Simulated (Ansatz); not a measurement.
**Ta₂H: how the free axis answers a strain**

Ta₂H, P-4m2, a = 3.347 Å, c = 3.393 Å. The structure is a Materials Project entry; whether it is the stable form wasn't checked. Ansatz: PBEsol, PAW, 420 eV, Γ-centred 12×12×12 mesh on 3 atoms, Gaussian smearing 0.10 eV; no spin polarisation. Series: uniaxial strain along a, with b, c and atoms relaxed; x is the strain in per cent. y is the change of c in per cent of 3.393 Å.

| x (%) | y (%) |
| --- | --- |
| -6.0 | ? |
| -4.0 | 1.02 |
| -2.0 | 0.47 |
| 0.0 | 0.00 |
| 2.0 | -0.66 |
| 4.0 | -1.38 |
| 6.0 | -2.02 |

Q: Fit y = c1 x + c2 x² to the other rows, say what c1 measures, and predict the missing y.

A: Least squares on the rows shown. y = −0.2898 x − 0.009042 x². So −c1 = 0.290 is Poisson's ratio for this pair of axes. Along b the same runs (not shown) give 0.47. With a term in x³ added, the coefficient of x becomes -0.3063, 6 % more, which shows how far this figure hangs on the form. At x = -6.0 the fit asked for gives 1.41 %. The run gave 1.65 %, so the fit is 0.24 % too low, 6.5 % of the span of the series, against an rms of 0.06 % on the fitted rows. The row lies outside the fitted range. With a term in x³ added, a fit to the same known rows predicts 1.25 %, further off still.

Spin–orbit coupling is left out, which can shift energies with elements as heavy as these.